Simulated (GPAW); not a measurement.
# Au (Fm-3m) in GPAW: settings compared

One crystal, Au, is run at these levels: PBE, PBEsol; tasks: band structure, equation of state.

Program: GPAW 26.7.0. These are calculated values, not measurements. Logs are shortened: lines on timing, memory, paths and dates and some standing lists are left out, and cuts for length are marked. The log counts tension as positive stress, the text compression.

**The experiment to reproduce.**

“Exploring toroidal anvil profiles for larger sample volumes above 4 Mbar”, 2024, pmc:11102561 quotes, for a bulk crystal of Au: bulk modulus 167 GPa.

The results are compared with them further down.

### Step 1. The crystal as given

The structure is cubic, space group Fm-3m (No. 225). The conventional cell has a = 4.070 Å, b = 4.070 Å, c = 4.070 Å, α = 90.00°, β = 90.00°, γ = 90.00°. Around Au (site symmetry m-3m) lie 12 Au at 2.88 Å.

### Step 2. Band structure, PBE

Input file run.py:

```python
from ase.dft.bandgap import bandgap
from ase.io import read, write
from gpaw import GPAW

atoms = read('POSCAR')

calc = GPAW(mode='fd',
            h=0.16,
            xc='PBE',
            kpts={'size': (11, 11, 11), 'gamma': True},
            occupations={'name': 'fermi-dirac', 'width': 0.05},
            nbands=14,
            convergence={'density': 1e-05, 'energy': 1e-05},
            maxiter=150,
            txt='gpaw.txt')
atoms.calc = calc
energy = atoms.get_potential_energy()
forces = atoms.get_forces()
calc.write('gs.gpw')
write('result.traj', atoms)
print(f'Energy: {energy:.6f} eV')
print('Forces (eV/A):')
print(forces.round(4))
print('Fermi level:', round(calc.get_fermi_level(), 4), 'eV')
print(f'Gap: {bandgap(calc)[0]:.4f} eV, direct: {bandgap(calc, direct=True)[0]:.4f} eV')

path = atoms.cell.bandpath('GXWKGLUWLK,UX', npoints=60, eps=1e-4)
bs_calc = calc.fixed_density(kpts=path, symmetry='off', nbands=21,
                             convergence={'bands': 'CBM+6.0', 'eigenstates': 1e-6}, txt='bands.txt')
bs = bs_calc.band_structure()
bs.write('bs.json')
print(f'Gap on the path: {bandgap(bs_calc)[0]:.4f} eV')
```

Input file POSCAR:

```
Au
1.0
    0.0000000000      2.0350000000      2.0350000000
    2.0350000000      0.0000000000      2.0350000000
    2.0350000000      2.0350000000      0.0000000000
Au
1
Direct
    0.0000000000      0.0000000000      0.0000000000
```

Potentials or basis: GPAW PAW data sets (gpaw-data 1.2.1), fd.

The run is started by

```bash
$ OMP_NUM_THREADS=1 python run.py
```

gpaw.txt:

```text
__  _  _
 | _ |_)|_||  |
 |__||  | ||/\| - 26.7.0

Input parameters:
  mode=FD(),
  convergence={'density': 1e-05, 'energy': 1e-05},
  h=0.16,
  kpts=MonkhorstPack(size=(11, 11, 11), gamma=True),
  maxiter=150,
  nbands=14,
  occupations=Occupations(name='fermi-dirac', width=0.05),
  xc=XC(name='PBE')

Diagonalizing LCAO Hamiltonian
Converting LCAO to fd mode

       Au

Atoms  # Å, Bohr magnetons
|   | symbol |        x |        y |        z |    initial magnetic moments |
|---|--------|----------|----------|----------|-----------------------------|
| 0 |     Au | 0.000000 | 0.000000 | 0.000000 | ( 0.0000,  0.0000,  0.0000) |

Unit cell  # Å
| periodic |        x |        y |        z |  lengths |    angles |
|----------|----------|----------|----------|----------|-----------|
|      yes | 0.000000 | 2.035000 | 2.035000 | 2.877925 | 60.000000 |
|      yes | 2.035000 | 0.000000 | 2.035000 | 2.877925 | 60.000000 |
|      yes | 2.035000 | 2.035000 | 0.000000 | 2.877925 | 60.000000 |

Number of symmetries: 48
Symmetry operations  # r_c * U_cc + t_c -> r_c
|    | kind |            matrix            |
|----|------|------------------------------|
|  0 |  σ   |  1, 0, 0,  1, 0,-1,  1,-1, 0 |
|  1 |  C2  |  1, 0, 0,  1,-1, 0,  1, 0,-1 |
|  2 |  E   |  1, 0, 0,  0, 1, 0,  0, 0, 1 |
|  3 |  σ   |  1, 0, 0,  0, 0, 1,  0, 1, 0 |
|  4 |  C4  |  1, 0,-1,  1, 0, 0,  1,-1, 0 |
|  5 |  S6  |  1, 0,-1,  1,-1, 0,  1, 0, 0 |
|  6 |  σ   |  1, 0,-1,  0, 1,-1,  0, 0,-1 |
|  7 |  C3  |  1, 0,-1,  0, 0,-1,  0, 1,-1 |
|  8 |  S6  |  1,-1, 0,  1, 0, 0,  1, 0,-1 |
|  9 |  C4  |  1,-1, 0,  1, 0,-1,  1, 0, 0 |
| 10 |  C3  |  1,-1, 0,  0,-1, 1,  0,-1, 0 |
| 11 |  σ   |  1,-1, 0,  0,-1, 0,  0,-1, 1 |
| 12 |  σ   |  0, 1, 0,  1, 0, 0,  0, 0, 1 |
| 13 |  C4  |  0, 1, 0,  0, 1,-1, -1, 1, 0 |
| 14 |  C3  |  0, 1, 0,  0, 0, 1,  1, 0, 0 |
| 15 |  S6  |  0, 1, 0, -1, 1, 0,  0, 1,-1 |
| 16 |  C2  |  0, 1,-1,  1, 0,-1,  0, 0,-1 |
| 17 |  σ   |  0, 1,-1,  0, 1, 0, -1, 1, 0 |
| 18 |  S4  |  0, 1,-1,  0, 0,-1,  1, 0,-1 |
| 19 |  C4  |  0, 1,-1, -1, 1, 0,  0, 1, 0 |
| 20 |  C3  |  0, 0, 1,  1, 0, 0,  0, 1, 0 |
| 21 |  σ   |  0, 0, 1,  0, 1, 0,  1, 0, 0 |
| 22 |  S6  |  0, 0, 1,  0,-1, 1, -1, 0, 1 |
| 23 |  C4  |  0, 0, 1, -1, 0, 1,  0,-1, 1 |
| 24 |  S4  |  0, 0,-1,  1, 0,-1,  0, 1,-1 |
| 25 |  C3  |  0, 0,-1,  0, 1,-1,  1, 0,-1 |
| 26 |  C2  |  0, 0,-1,  0,-1, 0, -1, 0, 0 |
| 27 |  S6  |  0, 0,-1, -1, 0, 0,  0,-1, 0 |
| 28 |  S4  |  0,-1, 1,  1,-1, 0,  0,-1, 0 |
| 29 |  C4  |  0,-1, 1,  0, 0, 1, -1, 0, 1 |
| 30 |  C2  |  0,-1, 1,  0,-1, 0,  1,-1, 0 |
| 31 |  σ   |  0,-1, 1, -1, 0, 1,  0, 0, 1 |
| 32 |  C3  |  0,-1, 0,  1,-1, 0,  0,-1, 1 |
| 33 |  S6  |  0,-1, 0,  0, 0,-1, -1, 0, 0 |
| 34 |  S4  |  0,-1, 0,  0,-1, 1,  1,-1, 0 |
| 35 |  C2  |  0,-1, 0, -1, 0, 0,  0, 0,-1 |
| 36 |  C2  | -1, 1, 0,  0, 1, 0,  0, 1,-1 |
| 37 |  S6  | -1, 1, 0,  0, 1,-1,  0, 1, 0 |
| 38 |  S4  | -1, 1, 0, -1, 0, 1, -1, 0, 0 |
| 39 |  C3  | -1, 1, 0, -1, 0, 0, -1, 0, 1 |
| 40 |  S6  | -1, 0, 1,  0, 0, 1,  0,-1, 1 |
| 41 |  C2  | -1, 0, 1,  0,-1, 1,  0, 0, 1 |
| 42 |  C3  | -1, 0, 1, -1, 1, 0, -1, 0, 0 |
| 43 |  S4  | -1, 0, 1, -1, 0, 0, -1, 1, 0 |
| 44 |  C2  | -1, 0, 0,  0, 0,-1,  0,-1, 0 |
| 45 |  i   | -1, 0, 0,  0,-1, 0,  0, 0,-1 |
| 46 |  σ   | -1, 0, 0, -1, 1, 0, -1, 0, 1 |
| 47 |  C2  | -1, 0, 0, -1, 0, 1, -1, 1, 0 |

BZ-sampling:
  Number of BZ points: 1331
  Number of IBZ points: 56

  Monkhorst-Pack size: [11, 11, 11]
  Monkhorst-Pack shift: [0, 0, 0]

K-points  # in reciprocal-cell coordinates
|     |                                coordinates |     weight |
|-----|--------------------------------------------|------------|
|   0 | (  0.00000000,   0.00000000,   0.00000000) | 0.00075131 |
|   1 | (  0.09090909,   0.09090909,   0.00000000) | 0.00450789 |
|   2 | (  0.09090909,   0.09090909,   0.09090909) | 0.00601052 |
|   3 | (  0.18181818,   0.09090909,   0.09090909) | 0.00901578 |
|   4 | (  0.18181818,   0.18181818,   0.00000000) | 0.00450789 |
|   5 | (  0.18181818,   0.18181818,   0.09090909) | 0.01803156 |
|   6 | (  0.18181818,   0.18181818,   0.18181818) | 0.00601052 |
|   7 | (  0.27272727,   0.18181818,   0.09090909) | 0.01803156 |
|   8 | (  0.27272727,   0.18181818,   0.18181818) | 0.01803156 |
|   9 | (  0.27272727,   0.27272727,   0.00000000) | 0.00450789 |
| ... |                                            |            |
|  55 | (  0.45454545,   0.45454545,   0.45454545) | 0.00601052 |

Uniform wave function grid shape: (np.int64(16), np.int64(16), np.int64(16))
Spin-components: 1 (collinear spins)
Bands:           14
Projectors:      6
Spin-degeneracy: 2
Datatype:        complex128

Parallelization:
  kpt:    1
  domain: 1
  band:   1

Density:
  Valence electrons: 11.0
  Components: 1
  Grid points: [16 16 16]
  Charge: 0.0  # |e|

Potential:
  Grid points: [16 16 16]

species:
  Au:
    name:    Gold
    Z:       79.0
    valence: 11
    core:    68
    charge:  0.0  # [|e|]
    compensation charges:
      type: gauss
      rc: 0.42  # [Å]
      lmax: 2
    cutoffs:
      filter: 2.33  # [Å]
      core: 2.81  # [Å]
    projectors
    | kind |    occ | energy [eV] | rcut [Å] |
    |------|--------|-------------|----------|
    |   6s |  1.000 |      -5.728 |    1.323 |
    |   6p |  0.000 |      -0.775 |    1.323 |
    |   5d | 10.000 |      -6.891 |    1.323 |
    |    s |        |      21.484 |    1.323 |
    |    p |        |      26.436 |    1.323 |
    |    d |        |      20.321 |    1.323 |

    Using partial waves for Au as LCAO basis

Reference energy: -516598.271109  # eV

eigensolver:
  PPCG
  Converge bands: occupied
  niter=2

density mixing:
  MSR1-Mixer
  Pratt-step length: 0.05
  Maximum mixing coefficient: 0.75
  Old densities: 10
  SVD Regularization: 0.005
  Good broyden scale: 1.0
  Trust region scale: 1.0
  Backstep threshold: 4.0
  History deletion threshold: 6.0
  Fourier metric: weight=20.0, sigma=0.015

occupation numbers:
  Fermi-Dirac:
    width: 0.0500  # eV

FastPoissonSolver using
    Stencil: 12*3+1=37 point O(h^6) finite-difference Laplacian
    FFT axes: [np.int64(0), np.int64(1), np.int64(2)]
    FST axes: []

xc functional:
  name: PBE with 2 nearest neighbor stencil
interpolation: tri-quintic # 5. degree polynomial

convergence criteria:
- Maximum integral of absolute [dens]ity change: 1e-05 electrons / valence electron
- Maximum [total energy] change in last 3 cyles: 1e-05 eV / valence electron
- Maximum integral of absolute [eigenst]ate change: 4e-08 eV^2 / valence electron
maximum number of iterations: 150

SCF iterations
|iter     | |      energy | eigst |  dens |
|---------|-|-------------|-------|-------|
|iter:   1| |   -3.430997 | +0.21 |       |
|iter:   2| |   -3.381861 | -1.32 | -1.10 |
|iter:   3| |   -3.160391 | -1.19 | -1.15 |
|iter:   4| |   -3.157989 | -2.73 | -2.07 |
|iter:   5| |   -3.157251 | -3.48 | -2.38 |
|iter:   6| |   -3.157252 | -4.35 | -3.57 |
|iter:   7| |   -3.157253c| -5.14 | -4.18 |
|iter:   8| |   -3.157253c| -5.88 | -4.71 |
|iter:   9| |   -3.157253c| -6.53 | -5.14c|
|iter:  10| |   -3.157253c| -7.27 | -5.51c|
|iter:  11| |   -3.157253c| -7.59c| -5.79c|

Converged in 11 steps
Energy contributions relative to reference atoms: (reference = -516598.271109)

Energy contributions:
  Kinetic:          -4.529021
  Coulomb:           3.452996
  Zero:              0.192893
  External:          0.000000
  Xc:               -2.273367
  Entropy:          -0.001510
  Spinorbit:         0.000000
  ----------------------------
  Free energy:      -3.158008
  Extrapolated:     -3.157253

dipole moment: (-13.908200, -13.908200, -13.908200)  # |e|*Ang

Fermi level: 10.180
Eigenvalues  # (at kpt = [0.000, 0.000, 0.000])
| band index |      eig [eV] | occ [0-2] |
|------------|---------------|-----------|
|          0 |         0.195 |     2.000 |
|          1 |         5.395 |     2.000 |
|          2 |         5.395 |     2.000 |
|          3 |         5.395 |     2.000 |
|          4 |         6.934 |     2.000 |
|          5 |         6.934 |     2.000 |
|          6 |        25.925 |     0.000 |
|          7 |        29.781 |     0.000 |
|          8 |        29.781 |     0.000 |
|          9 |        29.781 |     0.000 |
|         10 |        33.808 |     0.000 |
|         11 |        38.237 |     0.000 |
|         12 |        38.237 |     0.000 |
|         13 |        38.237 |     0.000 |

No gap
No difference between direct/indirect transitions

Forces  # eV/Ang
|       x |       y |        z |
|---------|---------|----------|
| 0.00000 | 0.00000 | -0.00000 |  # Au   0

# Writing to gs.gpw (mode='')
```

Run time: 95 s. Hardware: 1 thread of Arm Neoverse V1, shared host; peak memory 0.51 GiB.

What came out:

| Quantity | Value |
| --- | --- |
| Free energy | -3.1580 eV |
| Band gap along the path | none (metal or under the smearing width) |

Levels at the corners of the path, in eV from the Fermi level:
```
point  band 1  band 2  band 3  band 4  band 5  band 6  band 7
    Γ   -9.98   -4.78   -4.78   -4.78   -3.25   -3.25   15.75
    X   -7.20   -6.88   -2.07   -1.69   -1.69    0.97    5.90
    W   -6.09   -5.26   -5.26   -3.39   -1.68    4.91    6.35
    K   -6.58   -5.95   -3.92   -2.95   -2.14    4.00    4.68
    Γ   -9.98   -4.78   -4.78   -4.78   -3.25   -3.25   15.75
    L   -7.43   -4.83   -4.83   -2.02   -2.02   -1.06    3.15
    U   -6.58   -5.95   -3.92   -2.95   -2.14    4.00    4.68
    W   -6.09   -5.26   -5.26   -3.39   -1.68    4.91    6.35
    L   -7.43   -4.83   -4.83   -2.02   -2.02   -1.06    3.15
    K   -6.58   -5.95   -3.92   -2.95   -2.14    4.00    4.68
    U   -6.58   -5.95   -3.92   -2.95   -2.14    4.00    4.68
    X   -7.20   -6.88   -2.07   -1.69   -1.69    0.97    5.90
```

Caveat: the real-space grid adds noise to forces; spin-orbit coupling is left out, which moves the levels of the heavy elements.

### Step 3. Equation of state, PBEsol

Input file run.py:

```python
from ase.eos import EquationOfState
from ase.io import Trajectory, read
from ase.units import GPa
from gpaw import GPAW, PW, setup_paths

setup_paths.insert(0, '.')

atoms = read('POSCAR')

traj = Trajectory('eos.traj', 'w')
volumes, energies = [], []
for x in [0.94, 0.96, 0.98, 1.0, 1.02, 1.04, 1.06]:
    a = atoms.copy()
    a.set_cell(atoms.cell * x**(1 / 3), scale_atoms=True)
    calc = GPAW(mode=PW(600),
                xc='PBEsol',
                kpts={'size': (11, 11, 11), 'gamma': True},
                occupations={'name': 'fermi-dirac', 'width': 0.05},
                nbands=14,
                convergence={'density': 1e-05, 'energy': 1e-05},
                maxiter=150,
                txt=f'eos-{x:.2f}.txt')
    a.calc = calc
    energies.append(a.get_potential_energy(force_consistent=True))
    volumes.append(a.get_volume())
    p = -a.get_stress()[:3].mean() / GPa
    calc.write(f'eos-{x:.2f}.gpw')
    traj.write(a)
    print(f'{x:.2f} {volumes[-1]:10.4f} A^3 {energies[-1]:14.6f} eV {p:9.3f} GPa', flush=True)

v0, e0, B = EquationOfState(volumes, energies, eos='birchmurnaghan').fit()
print(f'V0 = {v0:.4f} A^3, E0 = {e0:.6f} eV, B0 = {B / GPa:.2f} GPa')
```

POSCAR is that of step 2.

Potentials or basis: PAW data sets generated in the run's folder for this functional, pw.

The run is started by

```bash
$ gpaw-setup -f PBEsol Au
$ OMP_NUM_THREADS=1 python run.py
```

Run time: 78 s. Hardware: 1 thread of Arm Neoverse V1, shared host; peak memory 0.18 GiB.

Results (log left out):

* Equilibrium volume: 17.29 Å³/atom
* Bulk modulus: 173 GPa
* Pressure derivative of the bulk modulus: 5.8

Energy against volume, from the lowest point:
```
volume (Å³/atom)  energy (meV/atom)
          15.843              79.20
          16.181              44.24
          16.518              20.26
          16.855               5.91
          17.192               0.00
          17.529               1.49
          17.866               9.44
```

Caveat: with this Au data set, volumes or pressures lay over 1.5 % or 2 GPa off other programs in two to four cells of ten.

### Step 4. Against experiment

Step 3. A measured bulk modulus of Au is 167 GPa (quoted in “Exploring toroidal anvil profiles for larger sample volumes above 4 Mbar”, 2024, pmc:11102561); the calculated 173 GPa misses it by +3.8 %. The fit is for a static lattice scaled at fixed shape and fixed fractional positions.
